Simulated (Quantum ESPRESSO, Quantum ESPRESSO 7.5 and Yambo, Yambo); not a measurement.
**A GW chain in Yambo: CdTe (F-43m)**

Wanted: ground state, empty states, screening and self-energy for CdTe (F-43m).

Calculated with Quantum ESPRESSO 7.5 and Yambo 5.3.0; PBE and many-body steps on it, plane waves.

**The experiments to reproduce.**

- Gap 1.48 ± 0.02 eV: direct optical gap from Tauc analysis, 1.5 h deposition; UV-vis diffuse reflectance; film (electrodeposited 1.5 h on FTO, Te-rich) (“Electrodeposition of CdTe Thin Films for Solar Energy Water Splitting”, 2020, pmc:7177234).

- Gap 1.592 eV: near-band-edge L1 bound-exciton energy extrapolated to 0 K (Varshni), slightly below the true gap; temperature-dependent photoluminescence; 0 K; bulk crystal (vertical Bridgman single crystal) (“Photoluminescence characteristics of Cd1-xMnxTe single crystals grown by the vertical Bridgman method”, 2012, pmc:3275455).

- Gap 1.32 ± 0.02 eV: direct optical gap from Tauc analysis, 2.5 h deposition; UV-vis diffuse reflectance; film (electrodeposited 2.5 h on FTO, nearly stoichiometric) (“Electrodeposition of CdTe Thin Films for Solar Energy Water Splitting”, 2020, pmc:7177234).

### 1. Starting point

It takes space group F-43m (No. 216, cubic). Conventional cell: a = 6.480 Å, b = 6.480 Å, c = 6.480 Å, α = 90.00°, β = 90.00°, γ = 90.00°. Nearest to Cd lie 4 Te at 2.81 Å. Nearest to Te lie 4 Cd at 2.81 Å. Farther neighbours and most contacts between anions are not listed.

Structure file:

```cif
data_structure
_symmetry_space_group_name_H-M 'F-43m'
_symmetry_Int_Tables_number 216
_cell_length_a 6.4800
_cell_length_b 6.4800
_cell_length_c 6.4800
_cell_angle_alpha 90.000
_cell_angle_beta 90.000
_cell_angle_gamma 90.000
_cell_volume 272.10
loop_
_atom_site_label
_atom_site_type_symbol
_atom_site_symmetry_multiplicity
_atom_site_Wyckoff_symbol
_atom_site_fract_x
_atom_site_fract_y
_atom_site_fract_z
_atom_site_occupancy
Cd1 Cd 4 a 0.00000 0.00000 0.00000 1
Te1 Te 4 d 0.25000 0.25000 0.75000 1
```

The cell and positions come from the Crystallography Open Database and are kept as given unless a step says otherwise.

### 2. Ground state

This step: Quantum ESPRESSO 7.5; DFT, PBE with spin-orbit coupling, plane waves, norm-conserving pseudopotentials.

The ground-state density comes first.

pw.in

```
&control
  calculation = 'scf'
  prefix = 'x'
  outdir = 'o'
  pseudo_dir = 'pseudo'
/
&system
  ibrav = 0
  nat = 2
  ntyp = 2
  ecutwfc = 94.0
  nbnd = 54
  force_symmorphic = .true.
  noncolin = .true.
  lspinorb = .true.
/
&electrons
  conv_thr = 1e-10
  electron_maxstep = 80
  mixing_beta = 0.5
/
ATOMIC_SPECIES
  Cd 112.41 Cd.upf
  Te 127.6 Te.upf
CELL_PARAMETERS angstrom
  0.0000000000 3.2400000000 3.2400000000
  3.2400000000 0.0000000000 3.2400000000
  3.2400000000 3.2400000000 0.0000000000
ATOMIC_POSITIONS crystal
  Cd 0.0000000000 0.0000000000 0.0000000000
  Te 0.2500000000 0.2500000000 0.2500000000
K_POINTS automatic
  6 6 6 0 0 0
```

Command:

```sh
OMP_NUM_THREADS=1 mpirun -n 4 pw.x -nk 4 -in pw.in > pw.out
```

Output:

```text
Program PWSCF v.7.5 starts

     This program is part of the open-source Quantum ESPRESSO suite
     for quantum simulation of materials; please cite
         "P. Giannozzi et al., J. Phys.:Condens. Matter 21 395502 (2009);
         "P. Giannozzi et al., J. Phys.:Condens. Matter 29 465901 (2017);
         "P. Giannozzi et al., J. Chem. Phys. 152 154105 (2020);
     in publications or presentations arising from this work. More details at
     Message from routine setup:
     using ibrav=0 with symmetry is DISCOURAGED, use correct ibrav instead

     G-vector sticks info

     bravais-lattice index     =            0
     lattice parameter (alat)  =       8.6588  a.u.
     unit-cell volume          =     459.0517 (a.u.)^3
     number of atoms/cell      =            2
     number of atomic types    =            2
     number of electrons       =        44.00
     number of Kohn-Sham states=           54
     kinetic-energy cutoff     =      94.0000  Ry
     charge density cutoff     =     376.0000  Ry
     scf convergence threshold =      1.0E-10
     mixing beta               =       0.5000
     number of iterations used =            8  plain     mixing
     Exchange-correlation= PBE
                           (   1   4   3   4   0   0   0)
     Non magnetic calculation with spin-orbit

     celldm(1)=   8.658823  celldm(2)=   0.000000  celldm(3)=   0.000000
     celldm(4)=   0.000000  celldm(5)=   0.000000  celldm(6)=   0.000000

     crystal axes: (cart. coord. in units of alat)
               a(1) = (   0.000000   0.707107   0.707107 )
               a(2) = (   0.707107   0.000000   0.707107 )
               a(3) = (   0.707107   0.707107   0.000000 )

     reciprocal axes: (cart. coord. in units 2 pi/alat)
               b(1) = ( -0.707107  0.707107  0.707107 )
               b(2) = (  0.707107 -0.707107  0.707107 )
               b(3) = (  0.707107  0.707107 -0.707107 )
     Pseudo is Norm-conserving + core correction, Zval = 20.0
     Generated using ONCVPSP code by D. R. Hamann
     Using radial grid of 1368 points, 10 beta functions with:
     Pseudo is Norm-conserving + core correction, Zval = 24.0
     Generated using ONCVPSP code by D. R. Hamann
     Using radial grid of 1324 points, 10 beta functions with:
     Cd               20.00   112.41000     Cd( 1.00)
     Te               24.00   127.60000     Te( 1.00)

     24 Sym. Ops. (no inversion) found

   Cartesian axes

     site n.     atom                  positions (alat units)
         1        Cd     tau(   1) = (   0.0000000   0.0000000   0.0000000  )
         2        Te     tau(   2) = (   0.3535534   0.3535534   0.3535534  )

     number of k points=    16
                       cart. coord. in units 2pi/alat
        k(    1) = (   0.0000000   0.0000000   0.0000000), wk =   0.0046296
        k(    2) = (   0.1178511   0.1178511  -0.1178511), wk =   0.0370370
        k(    3) = (   0.2357023   0.2357023  -0.2357023), wk =   0.0370370
        k(    4) = (  -0.3535534  -0.3535534   0.3535534), wk =   0.0185185
        k(    5) = (   0.2357023   0.0000000  -0.0000000), wk =   0.0277778
        k(    6) = (   0.3535534   0.1178511  -0.1178511), wk =   0.1111111
        k(    7) = (  -0.2357023  -0.4714045   0.4714045), wk =   0.1111111
        k(    8) = (  -0.1178511  -0.3535534   0.3535534), wk =   0.1111111
        k(    9) = (   0.0000000  -0.2357023   0.2357023), wk =   0.0555556
        k(   10) = (   0.4714045   0.0000000  -0.0000000), wk =   0.0277778
     [... 4 further rows ...]
        k(   15) = (  -0.1178511  -0.3535534   0.5892557), wk =   0.1111111
        k(   16) = (  -0.7071068   0.2357023   0.0000000), wk =   0.0555556

     Dense  grid:    56833 G-vectors     FFT dimensions: (  54,  54,  54)

     Initial potential from superposition of free atoms

     starting charge      43.9995, renormalised to      44.0000
     Starting wfcs are   46 randomized atomic wfcs +    8 random wfcs

     per-process dynamical memory:   126.2 Mb

     Self-consistent Calculation

     iteration #  1     ecut=    94.00 Ry     beta= 0.50

     Threshold (ethr) on eigenvalues was too large:
     Diagonalizing with lowered threshold

     total energy              =    -912.88953186 Ry
     estimated scf accuracy    <       0.05433083 Ry

     iteration #  2     ecut=    94.00 Ry     beta= 0.50

     total energy              =    -912.90228150 Ry
     estimated scf accuracy    <       0.00644141 Ry

     iteration #  3     ecut=    94.00 Ry     beta= 0.50

     total energy              =    -912.90322682 Ry
     estimated scf accuracy    <       0.00076875 Ry

     iteration #  4     ecut=    94.00 Ry     beta= 0.50

     total energy              =    -912.90328675 Ry
     estimated scf accuracy    <       0.00003901 Ry

     iteration #  5     ecut=    94.00 Ry     beta= 0.50

     total energy              =    -912.90329175 Ry
     estimated scf accuracy    <       0.00000214 Ry

     iteration #  6     ecut=    94.00 Ry     beta= 0.50

     total energy              =    -912.90329215 Ry
     estimated scf accuracy    <       0.00000019 Ry

     iteration #  7     ecut=    94.00 Ry     beta= 0.50

     total energy              =    -912.90329219 Ry
     estimated scf accuracy    <       0.00000004 Ry

     iteration #  8     ecut=    94.00 Ry     beta= 0.50

     total energy              =    -912.90329220 Ry
     estimated scf accuracy    <          7.6E-10 Ry

     iteration #  9     ecut=    94.00 Ry     beta= 0.50

     End of self-consistent calculation

          k = 0.0000 0.0000 0.0000 (  7119 PWs)   bands (ev):

  -150.2830-150.2830-107.1008-107.1008 -97.3931 -97.3931 -97.3931 -97.3931
   -93.8252 -93.8252 -58.9303 -58.9303 -53.1100 -53.1100 -53.1100 -53.1100
   -28.5677 -28.5677 -28.5677 -28.5677 -27.1074 -27.1074 -27.1022 -27.1022
   -27.1022 -27.1022  -2.8831  -2.8831  -0.3026  -0.3026  -0.3026  -0.3026
     0.2321   0.2321   0.4466   0.4466   0.4466   0.4466   7.6952   7.6952
     8.5543   8.5543   8.5543   8.5543   9.0582   9.0582  12.6607  12.6607
    13.0081  13.0081  13.0081  13.0081  15.7794  15.7794

          k = 0.1179 0.1179-0.1179 (  7099 PWs)   bands (ev):

  -150.2830-150.2830-107.1008-107.1008 -97.3931 -97.3931 -97.3931 -97.3931
   -93.8252 -93.8252 -58.9303 -58.9303 -53.1101 -53.1101 -53.1100 -53.1100
   -28.5677 -28.5676 -28.5676 -28.5676 -27.1073 -27.1073 -27.1022 -27.1022
   -27.1022 -27.1021  -2.7836  -2.7836  -0.3081  -0.2852  -0.2492  -0.2492
     0.2718   0.2718   0.4445   0.4552   0.4552   0.4733   6.4809   6.4809
     7.7973   7.7973   8.3086   8.3257  10.1516  10.1516  12.9880  12.9880
    13.1449  13.1449  13.3477  13.3558  16.8181  16.8240

          k = 0.2357 0.2357-0.2357 (  7072 PWs)   bands (ev):

  -150.2830-150.2830-107.1008-107.1008 -97.3931 -97.3931 -97.3931 -97.3931
   -93.8252 -93.8252 -58.9303 -58.9303 -53.1101 -53.1101 -53.1100 -53.1100
   -28.5676 -28.5675 -28.5675 -28.5675 -27.1071 -27.1071 -27.1022 -27.1022
   -27.1019 -27.1018  -2.5855  -2.5855  -0.2985  -0.2757  -0.1139  -0.1139
     0.3287   0.3287   0.4724   0.5013   0.5827   0.5827   4.6779   4.6779
     7.3939   7.3939   7.9171   7.9325  10.2139  10.2139  13.4235  13.4235
    13.6076  13.6141  14.5483  14.5483  16.3812  16.3813

          k =-0.3536-0.3536 0.3536 (  7120 PWs)   bands (ev):

     [... further k-points ...]

     highest occupied, lowest unoccupied level (ev):     8.5543    9.0582

!    total energy              =    -912.90329220 Ry
     estimated scf accuracy    <          5.3E-11 Ry

     The total energy is the sum of the following terms:
     one-electron contribution =    -703.09987361 Ry
     hartree contribution      =     340.71395345 Ry
     xc contribution           =    -122.21996363 Ry
     ewald contribution        =    -428.29740841 Ry

     convergence has been achieved in   9 iterations

     XML data file, charge density, pseudopotentials, collected wavefunctions

=------------------------------------------------------------------------------=
   JOB DONE.
=------------------------------------------------------------------------------=
```

The job ended after 65 s (4 MPI ranks of Arm Neoverse V2, shared host; peak memory 0.88 GiB; 4.3 min of CPU time).

Numbers from this step:

* total energy: -12420.6820 eV
* gap: 0.5039 eV
* k of the valence top: 0, 0, 0
* k of the conduction bottom: 0, 0, 0
* least direct gap: 0.5039 eV

The gap is direct, at Γ.

### 3. Bands along the symmetry lines

Levels along a band path, at the cheap level, show where the edges lie and whether the meshes to come will hold them.

pw.in

```
&control
  calculation = 'bands'
  prefix = 'x'
  outdir = 'o'
  pseudo_dir = 'pseudo'
/
&system
  ibrav = 0
  nat = 2
  ntyp = 2
  ecutwfc = 94.0
  nbnd = 56
  force_symmorphic = .true.
  noncolin = .true.
  lspinorb = .true.
/
&electrons
  conv_thr = 1e-9
  electron_maxstep = 80
  diago_full_acc = .true.
  diago_thr_init = 5e-6
/
ATOMIC_SPECIES
  Cd 112.41 Cd.upf
  Te 127.6 Te.upf
CELL_PARAMETERS angstrom
  0.0000000000 3.2400000000 3.2400000000
  3.2400000000 0.0000000000 3.2400000000
  3.2400000000 3.2400000000 0.0000000000
ATOMIC_POSITIONS crystal
  Cd 0.0000000000 0.0000000000 0.0000000000
  Te 0.2500000000 0.2500000000 0.2500000000
K_POINTS crystal
  50
  0.00000000 0.00000000 0.00000000 1
  -0.06250000 -0.06250000 0.00000000 1
  -0.12500000 -0.12500000 0.00000000 1
  -0.18750000 -0.18750000 0.00000000 1
  -0.25000000 -0.25000000 0.00000000 1
  -0.31250000 -0.31250000 0.00000000 1
  -0.37500000 -0.37500000 0.00000000 1
  -0.43750000 -0.43750000 0.00000000 1
  -0.50000000 -0.50000000 0.00000000 1
  -0.48437500 -0.48437500 0.03125000 1
  -0.46875000 -0.46875000 0.06250000 1
  -0.45312500 -0.45312500 0.09375000 1
  -0.43750000 -0.43750000 0.12500000 1
  -0.42187500 -0.42187500 0.15625000 1
  -0.40625000 -0.40625000 0.18750000 1
  -0.39062500 -0.39062500 0.21875000 1
  -0.37500000 -0.37500000 0.25000000 1
  -0.37500000 0.00000000 0.37500000 1
  -0.32812500 0.00000000 0.32812500 1
  -0.28125000 0.00000000 0.28125000 1
  -0.23437500 0.00000000 0.23437500 1
  -0.18750000 0.00000000 0.18750000 1
  -0.14062500 0.00000000 0.14062500 1
  -0.09375000 0.00000000 0.09375000 1
  -0.04687500 0.00000000 0.04687500 1
  0.00000000 0.00000000 0.00000000 1
  0.00000000 0.00000000 0.06250000 1
  0.00000000 0.00000000 0.12500000 1
  0.00000000 0.00000000 0.18750000 1
  0.00000000 0.00000000 0.25000000 1
  0.00000000 0.00000000 0.31250000 1
  0.00000000 0.00000000 0.37500000 1
  0.00000000 0.00000000 0.43750000 1
  0.00000000 0.00000000 0.50000000 1
  -0.06250000 -0.03125000 0.46875000 1
  -0.12500000 -0.06250000 0.43750000 1
  -0.18750000 -0.09375000 0.40625000 1
  -0.25000000 -0.12500000 0.37500000 1
  -0.31250000 -0.15625000 0.34375000 1
  -0.37500000 -0.18750000 0.31250000 1
  -0.43750000 -0.21875000 0.28125000 1
  -0.50000000 -0.25000000 0.25000000 1
  -0.50000000 -0.28125000 0.21875000 1
  -0.50000000 -0.31250000 0.18750000 1
  -0.50000000 -0.34375000 0.15625000 1
  -0.50000000 -0.37500000 0.12500000 1
  -0.50000000 -0.40625000 0.09375000 1
  -0.50000000 -0.43750000 0.06250000 1
  -0.50000000 -0.46875000 0.03125000 1
  -0.50000000 -0.50000000 0.00000000 1
```

Output:

```text
[banner, memory and clock lines left out]
Program PWSCF v.7.5 starts

     Atomic positions and unit cell read from directory:
     o/x.save/

     Message from routine setup:
     using ibrav=0 with symmetry is DISCOURAGED, use correct ibrav instead

     G-vector sticks info

     bravais-lattice index     =            0
     lattice parameter (alat)  =       8.6588  a.u.
     unit-cell volume          =     459.0517 (a.u.)^3
     number of atoms/cell      =            2
     number of atomic types    =            2
     number of electrons       =        44.00
     number of Kohn-Sham states=           56
     kinetic-energy cutoff     =      94.0000  Ry
     charge density cutoff     =     376.0000  Ry
     Exchange-correlation= PBE
                           (   1   4   3   4   0   0   0)
     Non magnetic calculation with spin-orbit

     celldm(1)=   8.658823  celldm(2)=   0.000000  celldm(3)=   0.000000
     celldm(4)=   0.000000  celldm(5)=   0.000000  celldm(6)=   0.000000

     crystal axes: (cart. coord. in units of alat)
               a(1) = (   0.000000   0.707107   0.707107 )
               a(2) = (   0.707107   0.000000   0.707107 )
               a(3) = (   0.707107   0.707107   0.000000 )

     reciprocal axes: (cart. coord. in units 2 pi/alat)
               b(1) = ( -0.707107  0.707107  0.707107 )
               b(2) = (  0.707107 -0.707107  0.707107 )
               b(3) = (  0.707107  0.707107 -0.707107 )
     Pseudo is Norm-conserving + core correction, Zval = 20.0
     Generated using ONCVPSP code by D. R. Hamann
     Using radial grid of 1368 points, 10 beta functions with:
     Pseudo is Norm-conserving + core correction, Zval = 24.0
     Generated using ONCVPSP code by D. R. Hamann
     Using radial grid of 1324 points, 10 beta functions with:
     Cd               20.00   112.41000     Cd( 1.00)
     Te               24.00   127.60000     Te( 1.00)

     24 Sym. Ops. (no inversion) found

   Cartesian axes

     site n.     atom                  positions (alat units)
         1        Cd     tau(   1) = (   0.0000000   0.0000000   0.0000000  )
         2        Te     tau(   2) = (   0.3535534   0.3535534   0.3535534  )

     number of k points=    50
                       cart. coord. in units 2pi/alat
        k(    1) = (   0.0000000   0.0000000   0.0000000), wk =   0.0200000
        k(    2) = (   0.0000000   0.0000000  -0.0883883), wk =   0.0200000
        k(    3) = (   0.0000000   0.0000000  -0.1767767), wk =   0.0200000
[...]
[... 38 further rows ...]
        k(   49) = (   0.0441942  -0.0000000  -0.7071068), wk =   0.0200000
        k(   50) = (   0.0000000   0.0000000  -0.7071068), wk =   0.0200000

     Dense  grid:    56833 G-vectors     FFT dimensions: (  54,  54,  54)

     The potential is recalculated from file :
     o/x.save/charge-density

     Starting wfcs are   46 randomized atomic wfcs +   10 random wfcs

     Band Structure Calculation

     End of band structure calculation

          k = 0.0000 0.0000 0.0000 (  7119 PWs)   bands (ev):

  -150.2832-150.2832-107.1009-107.1009 -97.3932 -97.3932 -97.3932 -97.3932
   -93.8252 -93.8252 -58.9303 -58.9303 -53.1100 -53.1100 -53.1100 -53.1100
   -28.5678 -28.5678 -28.5678 -28.5678 -27.1075 -27.1075 -27.1023 -27.1023
   -27.1023 -27.1023  -2.8832  -2.8832  -0.3025  -0.3025  -0.3025  -0.3025
[...]
k = 0.0000 0.0000-0.0884 (  7055 PWs)   bands (ev):

  -150.2832-150.2832-107.1009-107.1009 -97.3932 -97.3932 -97.3932 -97.3932
[...]
k = 0.0000 0.0000-0.1768 (  7075 PWs)   bands (ev):

  -150.2832-150.2832-107.1009-107.1009 -97.3932 -97.3932 -97.3932 -97.3932
[...]
k =-0.0000 0.0000-0.2652 (  7055 PWs)   bands (ev):

[...]
k = 0.0000 0.0000-0.3536 (  7059 PWs)   bands (ev):

[...]
k = 0.0000-0.0000-0.4419 (  7059 PWs)   bands (ev):

[...]
k =-0.0000 0.0000-0.5303 (  7055 PWs)   bands (ev):

[...]
k = 0.0000-0.0000-0.6187 (  7071 PWs)   bands (ev):

[...]
k = 0.5303-0.0000-0.5303 (  7030 PWs)   bands (ev):

[...]
k = 0.0000 0.0000 0.0000 (  7119 PWs)   bands (ev):

[...]
k = 0.1326 0.0000-0.7071 (  7056 PWs)   bands (ev):

[...]
k = 0.0884-0.0000-0.7071 (  7054 PWs)   bands (ev):

[...]
k = 0.0442-0.0000-0.7071 (  7066 PWs)   bands (ev):

  -150.2832-150.2832-107.1009-107.1009 -97.3932 -97.3932 -97.3932 -97.3932
[...]
k = 0.0000 0.0000-0.7071 (  7078 PWs)   bands (ev):

  -150.2832-150.2832-107.1009-107.1009 -97.3932 -97.3932 -97.3932 -97.3932
[...]
6.2335   6.2335   6.5768   6.5768  10.8918  10.8918  10.9604  10.9604
    16.9262  16.9262  17.4628  17.4628  17.5681  17.5681  19.2127  19.2128

     XML data file, pseudopotentials, collected wavefunctions
```

Wall time 54 s (4 MPI ranks); peak memory 0.58 GiB.

Numbers from this step:

* gap: 0.5040 eV
* k of the valence top: 0, 0, 0
* k of the conduction bottom: 0, 0, 0
* least direct gap: 0.5040 eV

The gap is 0.504 eV, as in the run before at this level.

Electronic bands along the path, in eV, zero at the top of the highest filled band:

```csv
point,band 41,band 42,band 43,band 44,band 45,band 46,band 47,band 48
Γ,0.00,0.00,0.00,0.00,0.50,0.50,4.11,4.11
halfway,-1.55,-1.55,-1.17,-1.17,2.68,2.68,3.06,3.06
X,-2.32,-2.32,-1.98,-1.98,2.34,2.34,2.41,2.41
halfway,-2.59,-2.40,-2.03,-1.98,2.43,2.44,2.94,3.02
U,-3.01,-2.72,-1.82,-1.79,2.61,2.65,4.15,4.34
jump to K,-3.01,-2.72,-1.82,-1.79,2.61,2.65,4.15,4.34
halfway,-1.93,-1.70,-0.70,-0.69,2.47,2.64,4.54,4.69
Γ,0.00,0.00,0.00,0.00,0.50,0.50,4.11,4.11
halfway,-0.98,-0.98,-0.45,-0.43,1.72,1.72,4.78,4.78
L,-1.33,-1.33,-0.80,-0.80,1.55,1.55,4.85,4.85
halfway,-2.51,-2.26,-1.56,-1.46,2.87,3.04,4.32,4.34
W,-2.90,-2.44,-2.43,-2.41,3.76,4.16,4.40,4.46
halfway,-2.64,-2.38,-2.22,-2.18,2.92,3.04,3.06,3.13
X,-2.32,-2.32,-1.98,-1.98,2.34,2.34,2.41,2.41
```

[end of part 1 of 3]

[Paths, hosts, dates, memory and timing lines, banners, echoed tables and standing remarks are left out of the program output.]

[Logs are printed without paths, hosts, clocks, repeated set-up lines and the standing remarks that a program may print on its own settings, such as how far it seeks lower states.]

[Runs of the session that timed out or met a known fault of the program may be left out.]

[Hosts, paths, dates, database ids (printed as entryN), source tags and the programs' standing remarks are cut or masked in the printed files.]
